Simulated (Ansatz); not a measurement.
The system is SnSe.

```xyz
8
Lattice="11.4200 0.0000 0.0000 0.0000 4.1900 0.0000 0.0000 0.0000 4.4600" Properties=species:S:1:pos:R:3 pbc="T T T"
Sn   10.0153    3.1425    4.0541
Sn    7.1147    1.0475    1.8241
Sn    4.3053    3.1425    2.6359
Sn    1.4047    1.0475    0.4059
Se    7.3431    3.1425    4.3886
Se    9.7869    1.0475    2.1586
Se    1.6331    3.1425    2.3014
Se    4.0769    1.0475    0.0714
```

Base run:

| Item | Value |
| --- | --- |
| Program | Ansatz 0.2.0 |
| Functional | LDA |
| Potentials or basis | Ansatz PAW |
| Cutoff | 420 eV |
| Density cutoff | 1680 eV |
| k mesh | 3 × 6 × 6 |
| Occupations | fermi-dirac, width 0.05 eV |
| Spin | no spin polarisation |

Its results: band gap on the k mesh 0.48 eV, indirect (least direct gap 0.67 eV); pressure -2.0 GPa; largest force 0.183 eV/Å.

Task: The run is repeated on the same cell with these changes: functional from LDA to exchange-only PBE. What comes out?

Result: Band gap on the k mesh 0.68 eV, indirect (least direct gap 0.85 eV); pressure 12.3 GPa; largest force 0.577 eV/Å.

Caveats: spin-orbit coupling is left out, which moves the levels of the heavy elements; the PAW data sets come from PBE, with cores solved anew for the run's functional, which leaves a small shift of forces and pressure; the potentials were made for another functional, which shifts forces and pressure (some runs).

Not every run made on this cell is shown here.
